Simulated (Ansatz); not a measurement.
The system is AlPt.

```
Pt Al
1.0
     3.09155    0.00000    0.00000
     0.00000    3.09155    0.00000
     0.00000    0.00000    3.09155
Pt Al
1 1
Direct
  0.50000 0.50000 0.50000
  0.00000 0.00000 0.00000
```

Measurements of this composition are mostly on another form, of space group No. 198.

- Program: Ansatz 0.2.0
- Task: relaxation of cell and atoms
- Functional: PBEsol
- Potentials or basis: Ansatz PAW
- Cutoff: 420 eV (not typed: the program's choice for these potentials)
- k mesh: 9 × 9 × 9
- Occupations: fermi-dirac, width 0.05 eV
- Spin: no spin polarisation

At the start: volume 14.77 Å³/atom.

**Question.** Where does the relaxation end?

**Answer.** It ends after 5 steps and the volume is 14.33 Å³/atom (-3.0 %); space group Pm-3m (No. 221, to 0.05 Å).

The path:
```csv
step,energy change (eV),largest force (eV/Å),volume (Å³)
1,0.0000,0.0000,29.55
2,-0.0077,0.0000,28.03
3,-0.0167,0.0000,28.70
4,-0.0167,0.0000,28.66
5,-0.0164,0.0000,28.66
```

Final structure:
```
Pt Al
1.0
     3.06025    0.00000    0.00000
     0.00000    3.06025    0.00000
     0.00000    0.00000    3.06025
Pt Al
1 1
Direct
  0.50000 0.50000 0.50000
  0.00000 0.00000 0.00000
```

Caveat: the plane-wave basis is chosen anew once the cell has moved, so the energies of steps on either side of that aren't comparable; the PAW data sets come from PBE, with cores solved anew for the run's functional, which leaves a small shift of forces and pressure.
